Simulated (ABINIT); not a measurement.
The system is BAs.

```
CELL_PARAMETERS angstrom
0.00000 2.38850 2.38850
2.38850 0.00000 2.38850
2.38850 2.38850 0.00000
ATOMIC_POSITIONS crystal
As 0.75000 0.75000 0.75000
B 0.00000 0.00000 0.00000
```

Base run:

```yaml
Program: ABINIT 10.8.3 (patched build)
Functional: PBE
Potentials_or_basis: SG15 NC PBE v1.2
Cutoff: 490 eV
k_mesh: 6 × 6 × 6
Occupations: fixed
Spin: no spin polarisation
```

Its results: band gap on the k mesh 1.29 eV, indirect (least direct gap 3.29 eV); pressure 2.1 GPa.

The run is repeated on the same cell with these changes: functional from PBE to PBE0. What comes out?

Band gap on the k mesh 2.59 eV, indirect (least direct gap 4.78 eV); pressure -0.6 GPa.

PBE0 gives the wider gap, since exact exchange removes part of the self-interaction.

Caveats: the potentials were made for another functional, which shifts forces and pressure (some runs).

A k mesh can miss the band edges.
